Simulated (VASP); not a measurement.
Cu:

```
Cu
1.0
    -1.40625    1.40625    1.40625
     1.40625   -1.40625    1.40625
     1.40625    1.40625   -1.40625
Cu
1
Direct
  0.00000 0.00000 0.00000
```

This isn't the form of Cu at room conditions, which is fcc.

The cell isn't the ideal one: cell and atoms relaxed from a first guess.

| Property | Result |
| --- | --- |
| Program | VASP 6.6.1 |
| Task | relaxation of cell and atoms |
| Functional | PBE |
| Potentials or basis | VASP PAW PBE potentials, release 64 (Cu) |
| Cutoff | 600 eV |
| k mesh | 16 × 16 × 16 |
| Occupations | fermi-dirac, width 0.08 eV |
| Spin | no spin polarisation |

At the start: pressure 13.7 GPa; volume 11.12 Å³/atom.

Question: Where does the relaxation end?

Answer: Over 8 steps the energy falls by 36.2 meV/atom and the volume is 12.09 Å³/atom (+8.7 %); space group Im-3m (No. 229, to 0.05 Å).

The path:
```tsv
step	energy change (eV)	largest force (eV/Å)	pressure (GPa)	volume (Å³)
1	0.0000	0.0000	13.74	11.12
2	-0.0222	0.0000	-7.04	12.73
3	-0.0363	0.0000	1.75	12.06
4	-0.0357	0.0000	-1.49	12.19
5	-0.0361	0.0000	-0.71	12.13
6	-0.0362	0.0000	0.58	12.09
7	-0.0362	0.0000	-0.84	12.10
8	-0.0362	0.0000	0.01	12.09
```

Final structure:
```
Cu
1.0
    -1.44603    1.44603    1.44603
     1.44603   -1.44603    1.44603
     1.44603    1.44603   -1.44603
Cu
1
Direct
  0.00000 0.00000 0.00000
```
